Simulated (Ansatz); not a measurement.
# Cr (Im-3m) in Ansatz: further runs, part 2 of 2

Ansatz 0.2.0. Earlier steps stand in the parts before.

## 3. Relaxation of cell and atoms, revPBE, collinear spin, ferromagnetic start

Input file input.yaml:

```yaml
crystal:
  lattice:
    - [-1.4844496776, 1.4844496776, 1.4844496776]
    - [1.4844496776, -1.4844496776, 1.4844496776]
    - [1.4844496776, 1.4844496776, -1.4844496776]
  atoms:
    - { symbol: Cr, position: [0.0, 0.0, 0.0], spin: 3.0 }
kpoints:
  mp_grid: { grid: [12, 12, 12] }
scf:
  occupations: { method: fermi_dirac, width: 0.05 }
hamiltonian:
  xc: revpbe
  pseudopotentials: { kind: all_electron, lapw: { basis_error: 0.001 } }
magnetization:
  spin_polarized: true
output:
  forces: true
  stress: true
relax:
  f_tol: 0.01
  max_steps: 60
  cell: {}
```

Potentials or basis: all-electron LAPW, scalar-relativistic.

On the command line:

```console
$ ansatz run input.yaml --threads 2 --pin off --max-ram 6144MiB --backend cpu --events-out ev --progress --plain --runs-dir out
```

Output:

```text
Warning: RAYON_NUM_THREADS=2 ignored (pool sized by the plan → 2); use --threads N
The last accepted step is kept in <dir> (removed where the run ends without a failure and the disk answers)
LAPW: plane waves up to 8.846 Å⁻¹, error target 1.0e-3 eV per atom; small_component_spin mean_spin; Cr in spheres of 1.247 Å, 14 of its electrons in bands, Dirac shells [] (how accurate: hamiltonian.pseudopotentials.lapw.basis_error, Limitations)
Engine: ansatz 0.2.0, x86_64-unknown-linux-gnu
Pseudopotentials: kind: all_electron
Pseudopotential: Cr, LAPW, valence charge 14, lapw/all_electron/scalar/gaussian/Cr, Koelling and Harmon's equation, gaussian nucleus
Functional definition: revPBE
  parameter kappa = 1.245
  parameter beta = 0.06672455060314922
  exchange = pbe_x(kappa = kappa, mu = beta*pi^2/3)
  correlation = pbe_c(beta = beta)
Crystal: 1 atoms, lattice volume = 13.084 Å³
Basis set: ecut = 298.14651607013695 eV, 141 PW (Γ), exchange–correlation at level 2
Bands: 13, of which v1, the nominal top of the filled ones, is band 7 counted from 1 (6 counted from 0)
Symmetry: 48 space group operations
Space group: Im-3m (ITA 229), of the structure as read, at distance tolerance 2.4e-5 Å
Magnetic group: BNS 229.140 (UNI 1642), of the structure as read, at distance tolerance 2.4e-5 Å
k-points: 72 of 1728
Non-local potential: Cr, projectors of the file, none
Initial density: superposition of atomic densities (chi_scale 0.1, normalization cell)
Starting moments: Σ|m| = 3 μB on 1 of 1 site
Initial wavefunctions: plane waves of lowest kinetic energy (no species holds an atomic orbital)
Functional: x = revpbe(κ = 1.245, μ = 0.2195149727645171), c = pbe(β = 0.06672455060314922)
iter 1 solved again at ethr=1.54e-3 eV; its pass at ethr=1.00e-1 eV (dr2=2.15e-1 eV) is discarded
SCF iter   1: F=—  HF=-28597.021858 eV  |F-HF|=—  |Δ(HF+E_count)|=         —  Δρ=5.29e-2 (↑5.29e-2 ↓3.66e-2)  dr2=2.16e-1  dr2_m=1.67e-1  M=2.098 μB ∫|m|=2.098 μB  β_m=0.30  ethr=1.54e-3  ⟨swp⟩=2.1  Hψ=12273  notcnv=0
Mixer restart at iter 1: flushing history
preconditioner: auto → none  [metal: Δε(μ)=0.006 eV  Ē_g=11.316 eV  σ=0.050 eV  W_gap=0.03  n_scr=0 (ndim 8)  ℏωp=25.1 eV  f_vac=0.000  D(μ)=2.13/eV (n_scr^D=42)]
SCF iter   2: F=—  HF=-28599.209895 eV  |F-HF|=—  |Δ(HF+E_count)|=         —  Δρ=1.20e-1 (↑1.20e-1 ↓1.10e-1)  dr2=3.05e-2  dr2_m=1.57e0  M=0.137 μB ∫|m|=0.142 μB  β_m=1.00  ethr=1.54e-3  ⟨swp⟩=2.1  Hψ=5632  notcnv=0
Mixer restart at iter 2: flushing history
SCF iter   3: F=—  HF=-28598.828455 eV  |F-HF|=—  |Δ(HF+E_count)|=   3.81e-1  Δρ=6.79e-3 (↑6.79e-3 ↓6.35e-3)  dr2=8.06e-3  dr2_m=2.16e-3  M=0.027 μB ∫|m|=0.034 μB  β_m=0.30  ethr=3.57e-4  ⟨swp⟩=3.0  Hψ=6393  notcnv=0
SCF iter   4: F=—  HF=-28598.862932 eV  |F-HF|=—  |Δ(HF+E_count)|=         —  Δρ=4.73e-3 (↑4.73e-3 ↓4.54e-3)  dr2=3.65e-3  dr2_m=1.21e-3  M=0.021 μB ∫|m|=0.028 μB  β_m=0.60  ethr=5.76e-5  ⟨swp⟩=2.1  Hψ=5046  notcnv=0
[... 58 lines left out ...]
SCF 5 converged in 3 iterations: F = -28599.003824 eV  dr2 = 1.49e-11
relax step   5: F+E_penalty+E_count = -28599.00382404 eV  Δ(F+E_penalty+E_count) = +8.007e-7 eV  max|allowed force component| = 0.000e0 eV/Å  Δτ_max = 0.0000 Å  P = -0.002 GPa  Ω = 11.699 Å³  stress off target by 1.79e-3 GPa  SCF on the basis re-selected at this cell (its energy is not comparable with the rows above)  (3 SCF iters)
basis re-selected at this cell: Δ(F+E_penalty+E_count) = +8.007e-7 eV, ΔP = +0.000 GPa vs the last step (what re-selecting the basis moved, after the strain that the cell walked since its last selection, with what the two solves' SCF thresholds leave and, on support functions, any second-order correction that the steps lacked; it is no measure of the basis error at this ecutwfc). This SCF's stress stands 1.79e-3 GPa from its target on what of the cell is left free (relax.cell.stress_tol is 5.00e-2 GPa) and its largest allowed force component is 0.00e0 eV/Å (relax.f_tol is 1.00e-2 eV/Å): within both
SCF converged after 3 iterations
Magnetization: -0.0000 μB (7.0000 up, 7.0000 down)
Absolute magnetization: 0.0000 μB (∫|ρ↑−ρ↓|)
Spin contamination: 0.0000 ħ² per cell (⟨S²⟩ above its minimum at these occupations)
Per-site moments (μB) at R_I (Å): [(-2.7354118969924457e-11, 1.2013254113621998)]
Free energy (F): -28599.003824 eV
Harris-Foulkes:  -28599.003824 eV  (|F-HF|=4.73e-11)
Internal energy: -28598.999475 eV  (E = F + TS)
E sigma→0 (E₀):  -28599.001650 eV
Entropy (-TS):   -0.004349 eV (-4.349 meV/atom)
Fermi energy:    19.744904 eV
--- Per-component energies (eV) ---
  E_band       = -140.198733
  E_kinetic    = 28932.149120
  E_xc         = -1331.179671
  E_electrostatic = -56199.968925  (all electrons and nuclei)
  E_smearing   = -0.004349  (= −TS)
  E_closure    = 0.000000  (closes the sum)
  E_atoms      = -28589.864033  (free atoms, spherical and without spin; not in F)
  Σ components = -28599.003824   (vs F -28599.003824, Δ=0.00e0)
  Basis errors (estimates in eV, not in F): energy 2.6e-4 per atom: plane waves 2.2e-4 (1.2e-4 summed), levels above the bands 3.3e-110, relativity 6.8e-9, radial functions 3.6e-5, core shells 2.3e-7; eigenvalues (radial functions only) 1.3e-6; not estimated: angular momenta, meshes, grids; target (lapw.basis_error) 1.0e-3; muffin-tin radii Cr 1.201 Å
--- Forces (eV/Å), atoms counted from 1 ---
  atom   1  Cr    -0.00000000     0.00000000     0.00000000
  max |Σ_I F_I| component: 3.62e-31 eV/Å
--- Stress (GPa, compression-positive) ---
       -0.001793      -0.000000      -0.000000
       -0.000000      -0.001793       0.000000
       -0.000000       0.000000      -0.001793
  P = ⅓ Tr σ = -0.0018 GPa (-0.018 kbar)
--- Relaxed structure (4 steps of the walk, 4 accepted, 1 SCFs on fresh bases) ---
  F+E_penalty+E_count = -28599.00382404 eV   max|allowed force component| = 0.000e0 eV/Å   (the final SCF, on the basis selected at the relaxed cell)
  cell:  # Å, volume = 11.6986 Å³
    - [-1.4300733195248192, 1.4300733195248192, 1.4300733195248192]
    - [1.4300733195248192, -1.4300733195248192, 1.4300733195248192]
    - [1.4300733195248192, 1.4300733195248192, -1.4300733195248192]
  atoms:
    - { symbol: Cr, position: [0.0, 0.0, 0.0] }
```

It took 8 s on 2 threads of AMD EPYC 9R45 (Zen 5), shared host; peak memory 0.4 GiB.

Results:

| Property | Result |
| --- | --- |
| Free energy | -28599.0038 eV |
| Relaxed volume | 11.70 Å³/atom |
| Relaxed cell | a = 2.477 Å, b = 2.477 Å, c = 2.477 Å, α = 109.47°, β = 109.47°, γ = 109.47° |
| Space group after relaxing (to 0.05 Å) | Im-3m (No. 229) |
| Energy gained by relaxing | 103.6 meV/atom |
| Ionic steps | 5 |
| Pressure after relaxing | 0.0 GPa |
| Net moment | 0.00 μB per cell |
| Absolute moment | 0.00 μB per cell |

Step by step:
```
step  energy change (eV)  largest force (eV/Å)  volume (Å³)
   1              0.0000                0.0000        13.08
   2             -0.1035                0.0000        11.65
   3             -0.1036                0.0000        11.71
   4             -0.1036                0.0000        11.70
   5             -0.1036                0.0000        11.70
```

Final structure:
```xyz
1
Lattice="-1.4301 1.4301 1.4301 1.4301 -1.4301 1.4301 1.4301 1.4301 -1.4301" Properties=species:S:1:pos:R:3 pbc="T T T"
Cr    0.0000    0.0000    0.0000
```

Caveat: the starting moments collapsed, and a magnetic state may lie lower; the starting moments weren't kept.

## 4. Relaxation of cell and atoms, RPBE+D4, collinear spin, ferromagnetic start

input.yaml: that of step 3 with these lines changed.

```diff
@@ -12,3 +12,4 @@
 hamiltonian:
-  xc: revpbe
+  xc: rpbe
+  dispersion: d4
   pseudopotentials: { kind: all_electron, lapw: { basis_error: 0.001 } }
@@ -20,3 +21,3 @@
 relax:
-  f_tol: 0.01
+  f_tol: 0.005
   max_steps: 60
```

On the command line:

```console
$ ansatz run input.yaml --threads 2 --pin off --max-ram 6144MiB --backend cpu --events-out ev --progress --plain --runs-dir out
```

Wall time 7.6 s (2 threads of AMD EPYC 9R45 (Zen 5), shared host); peak memory 0.4 GiB.

Results (log left out):

```yaml
Free_energy: -28601.1648 eV
Relaxed_volume: 11.24 Å³/atom
Relaxed_cell: a = 2.444 Å, b = 2.444 Å, c = 2.444 Å, α = 109.47°, β = 109.47°, γ = 109.47°
Space_group_after_relaxing_to_0.05_Å: Im-3m (No. 229)
Energy_gained_by_relaxing: 193.9 meV/atom
Ionic_steps: 5
Pressure_after_relaxing: 0.0 GPa
Net_moment: 0.00 μB per cell
Absolute_moment: 0.00 μB per cell
```

The path:
| step | energy change (eV) | largest force (eV/Å) | volume (Å³) |
| --- | --- | --- | --- |
| 1 | 0.0000 | 0.0000 | 13.08 |
| 2 | -0.1938 | 0.0000 | 11.27 |
| 3 | -0.1939 | 0.0000 | 11.23 |
| 4 | -0.1939 | 0.0000 | 11.24 |
| 5 | -0.1939 | 0.0000 | 11.24 |

Final structure:
```
Cr
1.0
    -1.41118    1.41118    1.41118
     1.41118   -1.41118    1.41118
     1.41118    1.41118   -1.41118
Cr
1
Direct
  0.00000 0.00000 0.00000
```

Caveat: the starting moments collapsed, and a magnetic state may lie lower; the starting moments weren't kept.
